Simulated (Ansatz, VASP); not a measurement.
One calculation of GaSb, two programs

```
Sb Ga
1.0
    -2.73495    2.73495    1.58003
     2.73495   -2.73495    1.58003
     2.73495    2.73495   -1.58003
Sb Ga
1 1
Cartesian
  0.0000 0.0000 0.0000
  0.0000 2.7350 0.7900
```

Change from the starting cell: volume scaled by 0.98.

Alike in both runs: task single point; functional PBE; k mesh 10 × 10 × 10; occupations fermi-dirac, width 0.05 eV; no spin polarisation.

|  | VASP | Ansatz |
| --- | --- | --- |
| version | VASP 6.6.1 | Ansatz 0.2.0 |
| potentials or method | VASP PAW PBE potentials, release 64 (Sb, Ga_d), cutoff 520 eV | all-electron LAPW, scalar-relativistic |

|  | VASP | Ansatz | Ansatz less VASP |
| --- | --- | --- | --- |
| gap on the k mesh at the Fermi level (eV) | none | none | - |
| pressure (GPa) | 1.3 | 1.3 | +0.02 |
| largest component of the traceless stress (GPa) | 0.75 | 0.71 | -0.041 |

A gap of «none» marks a metal or a gap that the smearing closes. Ansatz ran all-electron here, so the differences hold the error of VASP's frozen core and of both bases.

Spin-orbit coupling is left out, which matters for the levels of Sb.
